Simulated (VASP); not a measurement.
Pt:

```
CELL_PARAMETERS angstrom
0.00000 1.96090 1.96090
1.96090 0.00000 1.96090
1.96090 1.96090 0.00000
ATOMIC_POSITIONS crystal
Pt 0.00000 0.00000 0.00000
```

```yaml
Program: VASP 6.6.1
Task: relaxation of cell and atoms
Functional: optPBE-vdW
Potentials_or_basis: VASP PAW PBE potentials, release 64 (Pt)
Cutoff: 600 eV
k_mesh: 12 × 12 × 12
Occupations: fermi-dirac, width 0.05 eV
Spin: no spin polarisation
```

At the start: pressure 14.4 GPa; volume 15.08 Å³/atom.

**Question.** How do energy, volume and symmetry change on relaxing?

**Answer.** Over 17 steps the energy falls by 34.5 meV/atom and the volume is 15.89 Å³/atom (+5.4 %); space group Fm-3m (No. 225, to 0.05 Å).

The path:
| step | energy change (eV) | largest force (eV/Å) | pressure (GPa) | volume (Å³) |
| --- | --- | --- | --- | --- |
| 1 | 0.0000 | 0.0000 | 14.42 | 15.08 |
| 2 | 0.1540 | 0.0000 | -22.16 | 18.24 |
| 3 | -0.0344 | 0.0000 | -0.72 | 15.94 |
| 4 | -0.0345 | 0.0000 | -0.09 | 15.90 |
| 5 | -0.0345 | 0.0000 | 0.16 | 15.88 |
| 6 | -0.0345 | 0.0000 | 0.17 | 15.88 |
| 7 | -0.0345 | 0.0000 | 0.17 | 15.88 |
| 8 | -0.0345 | 0.0000 | 0.15 | 15.88 |
| 9 | -0.0345 | 0.0000 | 0.15 | 15.88 |
| 10 | -0.0345 | 0.0000 | 0.15 | 15.88 |
| 11 | -0.0345 | 0.0000 | 0.15 | 15.88 |
| 12 | -0.0345 | 0.0000 | 0.15 | 15.88 |
| 13 | -0.0345 | 0.0000 | 0.15 | 15.88 |
| 14 | -0.0345 | 0.0000 | 0.15 | 15.89 |
| 15 | -0.0345 | 0.0000 | 0.14 | 15.89 |
| 16 | -0.0345 | 0.0000 | 0.08 | 15.89 |
| 17 | -0.0345 | 0.0000 | 0.02 | 15.89 |

Final structure:
```
CELL_PARAMETERS angstrom
0.00000 1.99553 1.99553
1.99553 0.00000 1.99553
1.99553 1.99553 0.00000
ATOMIC_POSITIONS crystal
Pt 0.00000 0.00000 0.00000
```

Caveat: the PAW data sets were made with another functional, which shifts forces and pressure a little.
